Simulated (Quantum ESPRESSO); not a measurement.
## C under changes of volume

One of the cells (5.672 Å³/atom); the others are scaled copies at fixed shape and fractional positions:

```
C
1.0
     0.00000    1.78337    1.78337
     1.78337    0.00000    1.78337
     1.78337    1.78337    0.00000
C
2
Direct
  0.75000 0.75000 0.75000
  0.50000 0.50000 0.50000
```

This isn't the form of C at room conditions, which is graphite.

```yaml
Program: Quantum ESPRESSO 7.5
Functional: LDA
Potentials_or_basis: PseudoDojo 0.4.1 SR LDA standard
Cutoff: 1116 eV
Density_cutoff: 4463 eV
k_mesh: 13 × 13 × 13
Occupations: fermi-dirac, width 0.05 eV
Spin: no spin polarisation
```

| volume (Å³/atom) | energy over the lowest point (meV/atom) | pressure (GPa) | gap on the mesh (eV) |
| --- | --- | --- | --- |
| 5.332 | ? | ? | ? |
| 5.445 | 1.94 | 7.5 | 4.25 |
| 5.558 | 0.00 | -2.3 | 4.20 |
| 5.672 | 4.68 | -11.2 | 4.15 |
| 5.785 | 15.38 | -19.3 | 4.10 |
| 5.899 | 31.55 | -26.7 | 4.06 |
| 6.012 | 52.69 | -33.4 | 4.01 |

Question: What does the run at 5.332 Å³/atom give?

Answer: Energy over the lowest point 11.16 meV/atom; pressure 18.3 GPa; gap on the mesh 4.31 eV.

Worked out: A Birch-Murnaghan fit of order 3 (a polynomial in V^(-2/3)) to the other rows has its minimum at 5.53 Å³/atom with B0 = V·E''(V) = 464 GPa and B' = 3.5. It gives 11.05 meV/atom at 5.332 Å³/atom, against the run's 11.16, and -dE/dV = 18.3 GPa, against 18.3. A straight line through the other rows of the gap, of slope -2.41 eV per unit of ln V, extrapolates to 4.30 eV, against the run's 4.31.

Energies are extrapolated to zero smearing.

Caveats: an odd mesh through Γ misses points on the zone boundary, where band edges often lie; the cell as given lies far from equilibrium (some runs).
